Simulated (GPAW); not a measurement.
# GaSb (F-43m) in GPAW: a series of runs

The runs below take GaSb through single point, with PBE.

All numbers are computed with GPAW 26.7.0; they aren't measurements. Logs are shortened: lines on timing, memory, paths and dates and some standing lists are left out, and cuts for length are marked. The log counts tension as positive stress, the text compression.

**Measured values to compare with.**

From a printed reference work, data compilation, for a bulk crystal of GaSb at 4.2 K: band gap 0.811 eV (direct).

How close the calculation comes is told below.

### Step 1. The crystal as given

It takes space group F-43m (No. 216, cubic). Conventional cell: a = 6.118 Å, b = 6.118 Å, c = 6.118 Å, α = 90.00°, β = 90.00°, γ = 90.00°. Around Sb (site symmetry -43m) lie 4 Ga at 2.65 Å. Around Ga (site symmetry -43m) lie 4 Sb at 2.65 Å.

### Step 2. Single point, PBE

File run.py:

```python
from ase.dft.bandgap import bandgap
from ase.io import read, write
from ase.units import GPa
from gpaw import GPAW, PW

atoms = read('GaSb.xyz')

calc = GPAW(mode=PW(600),
            xc='PBE',
            kpts={'size': (8, 8, 8), 'gamma': True},
            occupations={'name': 'methfessel-paxton', 'order': 0, 'width': 0.019000000000000003},
            nbands=18,
            convergence={'density': 1e-05, 'energy': 1e-05},
            maxiter=150,
            txt='gpaw.txt')
atoms.calc = calc
energy = atoms.get_potential_energy()
forces = atoms.get_forces()
stress = atoms.get_stress()
calc.write('gs.gpw')
write('result.traj', atoms)
print(f'Energy: {energy:.6f} eV')
print('Forces (eV/A):')
print(forces.round(4))
print('Stress (GPa):', (stress / GPa).round(3))
print('Fermi level:', round(calc.get_fermi_level(), 4), 'eV')
print(f'Gap: {bandgap(calc)[0]:.4f} eV, direct: {bandgap(calc, direct=True)[0]:.4f} eV')
```

File GaSb.xyz:

```xyz
2
Lattice="0.0000000000 3.0590000000 3.0590000000 3.0590000000 0.0000000000 3.0590000000 3.0590000000 3.0590000000 0.0000000000" Properties=species:S:1:pos:R:3 pbc="T T T"
Sb     4.5885000000      4.5885000000      4.5885000000
Ga     0.0000000000      0.0000000000      0.0000000000
```

Potentials or basis: GPAW PAW data sets (gpaw-data 1.2.1), pw.

The run is started by

```sh
$ OMP_NUM_THREADS=1 python run.py
```

gpaw.txt:

```text
__  _  _
 | _ |_)|_||  |
 |__||  | ||/\| - 26.7.0

Input parameters:
  mode=PW(ecut=600.0),
  convergence={'density': 1e-05, 'energy': 1e-05},
  kpts=MonkhorstPack(size=(8, 8, 8), gamma=True),
  maxiter=150,
  nbands=18,
  occupations=Occupations(name='methfessel-paxton', order=0, width=0.019000000000000003),
  xc=XC(name='PBE')

Diagonalizing LCAO Hamiltonian
Converting LCAO to pw mode

                     Sb

       Ga

Atoms  # Å, Bohr magnetons
|   | symbol |        x |        y |        z |    initial magnetic moments |
|---|--------|----------|----------|----------|-----------------------------|
| 0 |     Sb | 4.588500 | 4.588500 | 4.588500 | ( 0.0000,  0.0000,  0.0000) |
| 1 |     Ga | 0.000000 | 0.000000 | 0.000000 | ( 0.0000,  0.0000,  0.0000) |

Unit cell  # Å
| periodic |        x |        y |        z |  lengths |    angles |
|----------|----------|----------|----------|----------|-----------|
|      yes | 0.000000 | 3.059000 | 3.059000 | 4.326079 | 60.000000 |
|      yes | 3.059000 | 0.000000 | 3.059000 | 4.326079 | 60.000000 |
|      yes | 3.059000 | 3.059000 | 0.000000 | 4.326079 | 60.000000 |

Number of symmetries: 24
Symmetry operations  # r_c * U_cc + t_c -> r_c
|    | kind |            matrix            |
|----|------|------------------------------|
|  0 |  E   |  1, 0, 0,  0, 1, 0,  0, 0, 1 |
|  1 |  σ   |  1, 0, 0,  0, 0, 1,  0, 1, 0 |
|  2 |  σ   |  1, 0,-1,  0, 1,-1,  0, 0,-1 |
|  3 |  C3  |  1, 0,-1,  0, 0,-1,  0, 1,-1 |
|  4 |  C3  |  1,-1, 0,  0,-1, 1,  0,-1, 0 |
|  5 |  σ   |  1,-1, 0,  0,-1, 0,  0,-1, 1 |
|  6 |  σ   |  0, 1, 0,  1, 0, 0,  0, 0, 1 |
|  7 |  C3  |  0, 1, 0,  0, 0, 1,  1, 0, 0 |
|  8 |  C2  |  0, 1,-1,  1, 0,-1,  0, 0,-1 |
|  9 |  S4  |  0, 1,-1,  0, 0,-1,  1, 0,-1 |
| 10 |  C3  |  0, 0, 1,  1, 0, 0,  0, 1, 0 |
| 11 |  σ   |  0, 0, 1,  0, 1, 0,  1, 0, 0 |
| 12 |  S4  |  0, 0,-1,  1, 0,-1,  0, 1,-1 |
| 13 |  C3  |  0, 0,-1,  0, 1,-1,  1, 0,-1 |
| 14 |  S4  |  0,-1, 1,  1,-1, 0,  0,-1, 0 |
| 15 |  C2  |  0,-1, 1,  0,-1, 0,  1,-1, 0 |
| 16 |  C3  |  0,-1, 0,  1,-1, 0,  0,-1, 1 |
| 17 |  S4  |  0,-1, 0,  0,-1, 1,  1,-1, 0 |
| 18 |  S4  | -1, 1, 0, -1, 0, 1, -1, 0, 0 |
| 19 |  C3  | -1, 1, 0, -1, 0, 0, -1, 0, 1 |
| 20 |  C3  | -1, 0, 1, -1, 1, 0, -1, 0, 0 |
| 21 |  S4  | -1, 0, 1, -1, 0, 0, -1, 1, 0 |
| 22 |  σ   | -1, 0, 0, -1, 1, 0, -1, 0, 1 |
| 23 |  C2  | -1, 0, 0, -1, 0, 1, -1, 1, 0 |

BZ-sampling:
  Number of BZ points: 512
  Number of IBZ points: 29

  Monkhorst-Pack size: [8, 8, 8]
  Monkhorst-Pack shift: [0.0625, 0.0625, 0.0625]

K-points  # in reciprocal-cell coordinates
|     |                                coordinates |     weight |
|-----|--------------------------------------------|------------|
|   0 | (  0.00000000,   0.00000000,   0.00000000) | 0.00195312 |
|   1 | (  0.12500000,   0.12500000,   0.00000000) | 0.01171875 |
|   2 | (  0.12500000,   0.12500000,   0.12500000) | 0.01562500 |
|   3 | (  0.25000000,   0.12500000,   0.12500000) | 0.02343750 |
|   4 | (  0.25000000,   0.25000000,   0.00000000) | 0.01171875 |
|   5 | (  0.25000000,   0.25000000,   0.12500000) | 0.04687500 |
|   6 | (  0.25000000,   0.25000000,   0.25000000) | 0.01562500 |
|   7 | (  0.37500000,   0.25000000,  -0.37500000) | 0.04687500 |
|   8 | (  0.37500000,   0.25000000,   0.12500000) | 0.04687500 |
|   9 | (  0.37500000,   0.25000000,   0.25000000) | 0.04687500 |
| ... |                                            |            |
|  28 | (  0.50000000,   0.50000000,   0.50000000) | 0.00781250 |

Plane wave coefficients: 1926
Cutoff: 600.0 eV

Spin-components: 1 (collinear spins)
Bands:           18
Projectors:      11
Spin-degeneracy: 2
Datatype:        complex128

Parallelization:
  kpt:    1
  domain: 1
  band:   1

Density:
  Valence electrons: 18.0
  Components: 1
  Grid points: [25 25 25]
  Charge: 0.0  # |e|

Potential:
  Grid points: [25 25 25]

species:
  Sb:
    name:    Antimony
    Z:       51.0
    valence: 15
    core:    36
    charge:  0.0  # [|e|]
    compensation charges:
      type: gauss
      rc: 0.36  # [Å]
      lmax: 2
    cutoffs:
      filter: 2.23  # [Å]
      core: 2.23  # [Å]
    projectors
    | kind |    occ | energy [eV] | rcut [Å] |
    |------|--------|-------------|----------|
    |   5s |  2.000 |     -12.815 |    1.154 |
    |   5p |  3.000 |      -4.830 |    1.233 |
    |   4d | 10.000 |     -33.514 |    1.196 |
    |    s |        |      14.396 |    1.154 |
    |    p |        |      22.381 |    1.233 |
    |    d |        |      -6.303 |    1.196 |

    Using partial waves for Sb as LCAO basis

  Ga:
    name:    Gallium
    Z:       31.0
    valence: 3
    core:    28
    charge:  0.0  # [|e|]
    compensation charges:
      type: gauss
      rc: 0.37  # [Å]
      lmax: 2
    cutoffs:
      filter: 2.06  # [Å]
      core: 4.17  # [Å]
    projectors
    | kind |    occ | energy [eV] | rcut [Å] |
    |------|--------|-------------|----------|
    |   4s |  2.000 |      -8.945 |    1.164 |
    |   4p |  1.000 |      -2.580 |    1.164 |
    |    s |        |      18.266 |    1.164 |
    |    p |        |      24.631 |    1.164 |
    |    d |        |       0.000 |    1.164 |

    Using partial waves for Ga as LCAO basis

Reference energy: -229166.229777  # eV

eigensolver:
  PPCG
  Converge bands: occupied
  niter=2

density mixing:
  MSR1-Mixer
  Pratt-step length: 0.05
  Maximum mixing coefficient: 0.75
  Old densities: 10
  SVD Regularization: 0.005
  Good broyden scale: 1.0
  Trust region scale: 1.0
  Backstep threshold: 4.0
  History deletion threshold: 6.0
  Fourier metric: weight=20.0, sigma=0.015

occupation numbers:
  Methfessel-Paxton:
    width: 0.0190  # eV
    order: 0

poisson solver:
  ecut: 4800.0  # eV

xc functional:
  name: PBE with 2 nearest neighbor stencil

convergence criteria:
- Maximum integral of absolute [dens]ity change: 1e-05 electrons / valence electron
- Maximum [total energy] change in last 3 cyles: 1e-05 eV / valence electron
- Maximum integral of absolute [eigenst]ate change: 4e-08 eV^2 / valence electron
maximum number of iterations: 150

SCF iterations
|iter     | |      energy | eigst |  dens |
|---------|-|-------------|-------|-------|
|iter:   1| |   -7.657335 | +0.20 |       |
|iter:   2| |   -7.660600 | -2.00 | -1.29 |
|iter:   3| |   -7.643935 | -2.47 | -1.31 |
|iter:   4| |   -7.645870 | -3.15 | -1.85 |
|iter:   5| |   -7.646233 | -4.24 | -2.59 |
|iter:   6| |   -7.646360 | -4.89 | -2.97 |
|iter:   7| |   -7.646361c| -6.68 | -4.14 |
|iter:   8| |   -7.646361c| -7.48c| -4.58 |
|iter:   9| |   -7.646361c| -8.33c| -5.41c|

Converged in 9 steps
Energy contributions relative to reference atoms: (reference = -229166.229777)

Energy contributions:
  Kinetic:          12.381976
  Coulomb:         -10.878655
  Zero:              0.192724
  External:          0.000000
  Xc:               -9.342406
  Entropy:          -0.000000
  Spinorbit:         0.000000
  ----------------------------
  Free energy:      -7.646362
  Extrapolated:     -7.646361

dipole moment: (-11.037047, -11.037047, -11.037047)  # |e|*Ang

Fermi level: 4.927
Eigenvalues  # (at kpt = [0.000, 0.000, 0.000])
| band index |      eig [eV] | occ [0-2] |
|------------|---------------|-----------|
|          0 |       -23.868 |     2.000 |
|          1 |       -23.868 |     2.000 |
|          2 |       -23.868 |     2.000 |
|          3 |       -23.852 |     2.000 |
|          4 |       -23.852 |     2.000 |
|          5 |        -6.562 |     2.000 |
[... 10 lines left out ...]
|         16 |        14.424 |     0.000 |
|         17 |        14.424 |     0.000 |

Gap: 0.091 eV
Transition (v -> c):
  (s=0, k=0, n=8, [0.00, 0.00, 0.00]) -> (s=0, k=0, n=9, [0.00, 0.00, 0.00])
No difference between direct/indirect transitions

Forces  # eV/Ang
|        x |        y |        z |
|----------|----------|----------|
| -0.00000 | -0.00000 |  0.00000 |  # Sb   0
| -0.00000 |  0.00000 | -0.00000 |  # Ga   1

Stress tensor  # eV/Ang^3
|         x |         y |         z |
|-----------|-----------|-----------|
| -0.014416 |  0.000000 |  0.000000 |
|  0.000000 | -0.014416 | -0.000000 |
|  0.000000 | -0.000000 | -0.014416 |

# Writing to gs.gpw (mode='')
```

It took 12 s on 1 thread of Arm Neoverse V2, shared host; peak memory 0.17 GiB.

Results:

- Free energy: -7.6464 eV
- Pressure: 2.3 GPa
- Band gap on the k mesh: 0.09 eV, direct

Caveat: spin-orbit coupling is left out, which moves the levels of the heavy elements.

### Step 3. Single point, PBE

Changes to run.py since step 2:

```diff
@@ -5,3 +5,3 @@
 
-atoms = read('GaSb.xyz')
+atoms = read('POSCAR')
 
@@ -10,3 +10,3 @@
             kpts={'size': (8, 8, 8), 'gamma': True},
-            occupations={'name': 'methfessel-paxton', 'order': 0, 'width': 0.019000000000000003},
+            occupations={'name': 'methfessel-paxton', 'order': 0, 'width': 0.02},
             nbands=18,
```

File POSCAR:

```
GaSb
1.0
    0.0000000000      3.0590000000      3.0590000000
    3.0590000000      0.0000000000      3.0590000000
    3.0590000000      3.0590000000      0.0000000000
Sb Ga
1 1
Direct
    0.7500000000      0.7500000000      0.7500000000
    0.0000000000      0.0000000000      0.0000000000
```

Potentials or basis: GPAW PAW data sets (gpaw-data 1.2.1), pw.

The run is started by

```sh
$ OMP_NUM_THREADS=1 python run.py
```

Run time: 12 s. Hardware: 1 thread of Arm Neoverse V2, shared host; peak memory 0.17 GiB.

The run converged. Its results:

* Free energy: -7.6464 eV
* Pressure: 2.3 GPa
* Band gap on the k mesh: 0.09 eV, direct

Levels at points of the mesh, in eV from the valence-band top:
```csv
k point,band 7,band 8,band 9,band 10,band 11,band 12
"(0.00, 0.00, 0.00)",0.00,0.00,0.00,0.09,2.82,2.82
"(0.50, 0.50, 0.00)",-6.76,-2.56,-2.56,0.94,1.28,8.75
"(0.50, 0.50, 0.50)",-6.33,-1.15,-1.15,0.44,3.79,3.79
```

Caveat: spin-orbit coupling is left out, which moves the levels of the heavy elements.

(Continued in part 2 of 2.)
